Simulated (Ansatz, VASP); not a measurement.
## One calculation of Au, two programs

The input INCAR:

```
PREC     = Accurate       # precision mode
ENCUT    = 520            # plane-wave cutoff, eV
EDIFF    = 1E-6           # SCF threshold, eV
ISMEAR   = -1             # smearing method
SIGMA    = 0.05           # smearing width, eV
LREAL    = F              # projectors in reciprocal space
LASPH    = T              # aspherical terms in the spheres
NELM     = 100            # most SCF steps
ALGO     = Fast           # electronic algorithm
ISIF     = 2              # what is computed and relaxed
LWAVE    = F              # write WAVECAR
LCHARG   = F              # write CHGCAR
LMAXMIX  = 4              # l up to which the mixer works
GGA      = RE             # functional
```

File KPOINTS:

```
regular mesh
0
Gamma
  10 10 10
```

The input POSCAR:

```
Au
1.0
    2.7484100000      0.0000000000      0.0000000000
    0.0000000000      2.7484100000      0.0000000000
    0.0000000000      0.0000000000      2.7484100000
Au
1
Direct
    0.5000000000      0.5000000000      0.5000000000
```

The input KPOINTS_OPT:

```
path GXMGRX,MR
15
line-mode
reciprocal
 0.0000000000  0.0000000000  0.0000000000  G
 0.0000000000  0.5000000000  0.0000000000  X

 0.0000000000  0.5000000000  0.0000000000  X
 0.5000000000  0.5000000000  0.0000000000  M

 0.5000000000  0.5000000000  0.0000000000  M
 0.0000000000  0.0000000000  0.0000000000  G

 0.0000000000  0.0000000000  0.0000000000  G
 0.5000000000  0.5000000000  0.5000000000  R

 0.5000000000  0.5000000000  0.5000000000  R
 0.0000000000  0.5000000000  0.0000000000  X

 0.5000000000  0.5000000000  0.0000000000  M
 0.5000000000  0.5000000000  0.5000000000  R
```

File input.yaml:

```yaml
crystal:
  lattice:
    - [2.74841, 0.0, 0.0]
    - [0.0, 2.74841, 0.0]
    - [0.0, 0.0, 2.74841]
  atoms:
    - { symbol: Au, position: [0.5, 0.5, 0.5] }
hamiltonian:
  xc: revpbe
  pseudopotentials: { kind: paw }
kpoints:
  mp_grid: { grid: [10, 10, 10] }
  band_path:
    path:
      - [[0.0, 0.0, 0.0], [0.0, 0.5, 0.0], [0.5, 0.5, 0.0], [0.0, 0.0, 0.0], [0.5, 0.5, 0.5], [0.0, 0.5, 0.0]]
      - [[0.5, 0.5, 0.0], [0.5, 0.5, 0.5]]
    npoints: 14
scf:
  occupations: { method: fermi_dirac, width: 0.05 }
  n_extra_bands: 6
output:
  forces: true
  stress: true
  eigenvalues: true
  fatbands: true
```

The cell was built by a generator and needn't be a form met in nature.

Alike in both runs: task band structure; functional revPBE; k mesh 10 × 10 × 10; occupations fermi-dirac, width 0.05 eV; no spin polarisation.

|  | VASP | Ansatz |
| --- | --- | --- |
| version | VASP 6.6.1 | Ansatz 0.2.0 |
| potentials or method | VASP PAW PBE potentials, release 64 (Au) | Ansatz PAW |
| plane-wave cutoff (eV) | 520 | 420 |
| valence electrons in the cell | 11 | 19 |

VASP gave:

| Quantity | Value |
| --- | --- |
| gap on the k mesh at the Fermi level (eV) | none |
| pressure (GPa) | 2.4 |

Task: What did Ansatz give for the same quantities?

Result: gap on the k mesh at the Fermi level (eV): none; pressure (GPa): 2.6.

A gap of «none» marks a metal or a gap that the smearing closes. The two sets of potentials don't hold the same shells in valence.

Caveats: spin-orbit coupling is left out, which moves the levels of the heavy elements; the PAW data sets were made with another functional, which shifts forces and pressure a little (VASP); the PAW data sets come from PBE, with cores solved anew for the run's functional, which leaves a small shift of forces and pressure (Ansatz).
